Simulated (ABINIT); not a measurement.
# Pb (Fm-3m) in ABINIT: further runs

Aim: see how the results for Pb move with the level of theory and the settings. Levels: OLYP, AM05, PBEsol. Tasks: equation of state.

Everything below comes from runs of ABINIT 10.8.3 (patched build). Logs are shortened: lines on timing, memory, paths and dates and some standing lists are left out, and cuts for length are marked. The log counts tension as positive stress, the text compression.

## Step 1: The structure

The structure is cubic, space group Fm-3m (No. 225). Conventional cell: a = 4.950 Å, b = 4.950 Å, c = 4.950 Å, α = 90.00°, β = 90.00°, γ = 90.00°. Pb (site symmetry m-3m) is surrounded by 12 Pb at 3.50 Å.

## Step 2: Equation of state, OLYP

run.abi

```
# Datasets: one volume each
ndtset 7
getwfk -1
scalecart1 3*0.9795861087
scalecart2 3*0.9864848297
scalecart3 3*0.9932883884
scalecart4 3*1.0000000000
scalecart5 3*1.0066227096
scalecart6 3*1.0131594038
scalecart7 3*1.0196128224

# Pseudopotentials
pp_dirpath "./"
pseudos "Pb.GGA_PBE-JTH_sp.xml"

# Structure
acell 3*1.0
rprim
     0.0000000000     4.6771099530     4.6771099530
     4.6771099530     0.0000000000     4.6771099530
     4.6771099530     4.6771099530     0.0000000000
ntypat 1
znucl 82
natom 1
typat 1
xred
     0.0000000000     0.0000000000     0.0000000000

# Plane-wave basis
ecut 408.170794 eV
pawecutdg 30.0

# k points
kptopt 1
ngkpt 9 9 9
nshiftk 1
shiftk 0.0 0.0 0.0

# Exchange and correlation
ixc -110131

# Bands and occupations
nband 6
occopt 3
tsmear 0.00183747

# SCF cycle
nstep 100
tolvrs 1.0e-9

# Output
iomode 3
prtwf 1
prtden 0
prteig 0
prtebands 0
enunit 2
```

Potentials or basis: JTH PAW PBE v2.0 sp.

The run is started by

```bash
> abinit run.abi > log 2>&1
```

run.abo:

```text
.Version 10.8.3 of ABINIT
 DATASET    1 : space group Fm -3 m (#225); Bravais cF (face-center cubic)
================================================================================
 Values of the parameters that define the memory need for DATASET  1.
     intxc =       0    ionmov =       0      iscf =      17    lmnmax =      13
     lnmax =       5     mgfft =      24  mpssoang =       3    mqgrid =    3001
     natom =       1  nloc_mem =       2    nspden =       1   nspinor =       1
    nsppol =       1      nsym =      48    n1xccc =       1    ntypat =       1
    occopt =       3   xclevel =       2
       mpw =         543          nfft =       13824          nkpt =          35
 PAW method is used; the additional fine FFT grid is defined by:
   mgfftf=        32    nfftf =     32768
================================================================================
================================================================================
[... 71 lines left out ...]
 DATASET    7 : space group Fm -3 m (#225); Bravais cF (face-center cubic)
================================================================================
 Values of the parameters that define the memory need for DATASET  7.
     intxc =       0    ionmov =       0      iscf =      17    lmnmax =      13
     lnmax =       5     mgfft =      24  mpssoang =       3    mqgrid =    3001
     natom =       1  nloc_mem =       2    nspden =       1   nspinor =       1
    nsppol =       1      nsym =      48    n1xccc =       1    ntypat =       1
    occopt =       3   xclevel =       2
       mpw =         612          nfft =       13824          nkpt =          35
 PAW method is used; the additional fine FFT grid is defined by:
   mgfftf=        36    nfftf =     46656
================================================================================
================================================================================

--------------------------------------------------------------------------------
------------- Echo of variables that govern the present computation ------------
--------------------------------------------------------------------------------
 -outvars: echo values of preprocessed input variables --------
            acell      1.0000000000E+00  1.0000000000E+00  1.0000000000E+00 Bohr
              amu      2.07200000E+02
             ecut      1.50000000E+01 Hartree
           enunit           2
           getwfk          -1
              ixc     -110131
           jdtset        1    2    3    4    5    6    7
         kptrlatt        9    0    0      0    9    0      0    0    9
          kptrlen1     5.83146542E+01
          kptrlen2     5.87253343E+01
          kptrlen3     5.91303494E+01
          kptrlen4     5.95298910E+01
          kptrlen5     5.99241401E+01
          kptrlen6     6.03132688E+01
          kptrlen7     6.06974401E+01
[... 36 lines left out ...]
            rprim6     0.0000000000E+00  4.7386579315E+00  4.7386579315E+00
                       4.7386579315E+00  0.0000000000E+00  4.7386579315E+00
                       4.7386579315E+00  4.7386579315E+00  0.0000000000E+00
            rprim7     0.0000000000E+00  4.7688412799E+00  4.7688412799E+00
                       4.7688412799E+00  0.0000000000E+00  4.7688412799E+00
                       4.7688412799E+00  4.7688412799E+00  0.0000000000E+00
          spgroup         225
           tolvrs      1.00000000E-09
           tsmear      1.83747000E-03 Hartree
            typat      1
           useylm           1
            znucl       82.00000

================================================================================

 chkinp: Checking input parameters for consistency, jdtset=   1.

 chkinp: Checking input parameters for consistency, jdtset=   2.
[... 36 lines left out ...]
 getcut: wavevector=  0.0000  0.0000  0.0000  ngfft=  32  32  32
         ecut(hartree)=     30.000   => boxcut(ratio)=   2.00304

--- Pseudopotential description ------------------------------------------------
- pspini: atom type   1  psp file is ./Pb.GGA_PBE-JTH_sp.xml
 Pseudopotential format is: paw10
 basis_size (lnmax)=  5 (lmn_size= 13), orbitals=   0   0   1   1   2
 Spheres core radius: rc_sph= 2.91365156
 Shapefunction is SIN type: shapef(r)=[sin(pi*r/rshp)/(pi*r/rshp)]**2
 Radius for shape functions =  2.21205640
 Compensation charge density is not taken into account in XC energy/potential

   1.63392731E+02                                ecore*ucvol(ha*bohr**3)
--------------------------------------------------------------------------------

[... 1201 lines left out ...]
-Cartesian components of stress tensor (GPa)         [Pressure=  6.5927E-02 GPa]
- sigma(1 1)= -6.59270879E-02  sigma(3 2)=  0.00000000E+00
- sigma(2 2)= -6.59270879E-02  sigma(3 1)=  0.00000000E+00
- sigma(3 3)= -6.59270879E-02  sigma(2 1)=  0.00000000E+00

== END DATASET(S) ==============================================================
================================================================================

 -outvars: echo values of variables after computation  --------
            acell      1.0000000000E+00  1.0000000000E+00  1.0000000000E+00 Bohr
           etotal1    -3.6451548322E+00
           etotal2    -3.6458896201E+00
           etotal3    -3.6464533718E+00
           etotal4    -3.6468656676E+00
           etotal5    -3.6471456989E+00
           etotal6    -3.6473095447E+00
           etotal7    -3.6473683990E+00
            fcart1    -0.0000000000E+00 -0.0000000000E+00 -0.0000000000E+00
            fcart2    -0.0000000000E+00 -0.0000000000E+00 -0.0000000000E+00
            fcart3    -0.0000000000E+00 -0.0000000000E+00 -0.0000000000E+00
            fcart4    -0.0000000000E+00 -0.0000000000E+00 -0.0000000000E+00
            fcart5    -0.0000000000E+00 -0.0000000000E+00 -0.0000000000E+00
            fcart6    -0.0000000000E+00 -0.0000000000E+00 -0.0000000000E+00
            fcart7    -0.0000000000E+00 -0.0000000000E+00 -0.0000000000E+00
            rprim1     0.0000000000E+00  4.5816319388E+00  4.5816319388E+00
                       4.5816319388E+00  0.0000000000E+00  4.5816319388E+00
                       4.5816319388E+00  4.5816319388E+00  0.0000000000E+00
[... 17 lines left out ...]
                       4.7688412799E+00  4.7688412799E+00  0.0000000000E+00
           strten1    -2.0228618156E-04 -2.0228618156E-04 -2.0228618156E-04
                       0.0000000000E+00  0.0000000000E+00  0.0000000000E+00
           strten2    -1.5772112812E-04 -1.5772112812E-04 -1.5772112812E-04
                       0.0000000000E+00  0.0000000000E+00  0.0000000000E+00
           strten3    -1.1825031081E-04 -1.1825031081E-04 -1.1825031081E-04
                       0.0000000000E+00  0.0000000000E+00  0.0000000000E+00
           strten4    -8.3701185975E-05 -8.3701185975E-05 -8.3701185975E-05
                       0.0000000000E+00  0.0000000000E+00  0.0000000000E+00
           strten5    -5.3532881323E-05 -5.3532881323E-05 -5.3532881323E-05
                       0.0000000000E+00  0.0000000000E+00  0.0000000000E+00
           strten6    -2.6682072324E-05 -2.6682072324E-05 -2.6682072324E-05
                       0.0000000000E+00  0.0000000000E+00  0.0000000000E+00
           strten7    -2.2408161727E-06 -2.2408161727E-06 -2.2408161727E-06
                       0.0000000000E+00  0.0000000000E+00  0.0000000000E+00
 Calculation completed.
```

Wall time 21 s (1 thread of Arm Neoverse V2, shared host); peak memory 0.13 GiB.

What came out:

```
Equilibrium volume : 32.22 Å³/atom (rough: see the caveat)
Bulk modulus       : 34 GPa (rough)
```

Energy against volume, from the lowest point:
```tsv
volume (Å³/atom)	energy (meV/atom)
28.503	60.23
29.110	40.24
29.716	24.90
30.323	13.68
30.929	6.06
31.535	1.60
32.142	0.00
```

Caveat: pressures at fixed basis lie under the slope of the energies; the minimum lies outside the volumes run; the PAW data sets were made with another functional, which shifts forces and pressure a little; this set keeps more shells in the core, which shifts pressures and gaps. Spin-orbit coupling is left out, which matters for the levels of Pb.

(Continued in part 2 of 2.)
